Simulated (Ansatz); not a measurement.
# Zinc (simple cubic) across density functionals

All rows: Ansatz, plane waves with scalar-relativistic PAW, 420 eV (500 eV for the SCAN forms), relaxed under each functional, no dispersion correction, no zero-point motion. B₀ comes from uniform scaling at fixed shape; a dash is a value not given.

```json
{"functional": "PBE", "V (Å³/atom)": "18.17", "cell": "a = 2.629 Å", "B₀ (GPa)": "48", "magnetic state": "spin not included", "ΔE to hcp (meV/atom)": "228"}
{"functional": "r²SCAN", "V (Å³/atom)": "17.20", "cell": "a = 2.581 Å", "B₀ (GPa)": "59", "magnetic state": "spin not included", "ΔE to hcp (meV/atom)": "297"}
{"functional": "PBEsol", "V (Å³/atom)": "16.85", "cell": "a = 2.564 Å", "B₀ (GPa)": "62", "magnetic state": "spin not included", "ΔE to hcp (meV/atom)": "290"}
{"functional": "LDA", "V (Å³/atom)": "16.05", "cell": "a = 2.523 Å", "B₀ (GPa)": "71", "magnetic state": "spin not included", "ΔE to hcp (meV/atom)": "292"}
{"functional": "revPBE", "V (Å³/atom)": "18.87", "cell": "a = 2.662 Å", "B₀ (GPa)": "41", "magnetic state": "spin not included", "ΔE to hcp (meV/atom)": "212"}
{"functional": "RPBE", "V (Å³/atom)": "19.15", "cell": "a = 2.676 Å", "B₀ (GPa)": "39", "magnetic state": "spin not included", "ΔE to hcp (meV/atom)": "206"}
{"functional": "BLYP", "V (Å³/atom)": "20.29", "cell": "a = 2.728 Å", "B₀ (GPa)": "29", "magnetic state": "spin not included", "ΔE to hcp (meV/atom)": "79"}
```

LDA gives the smallest volume and BLYP the largest.
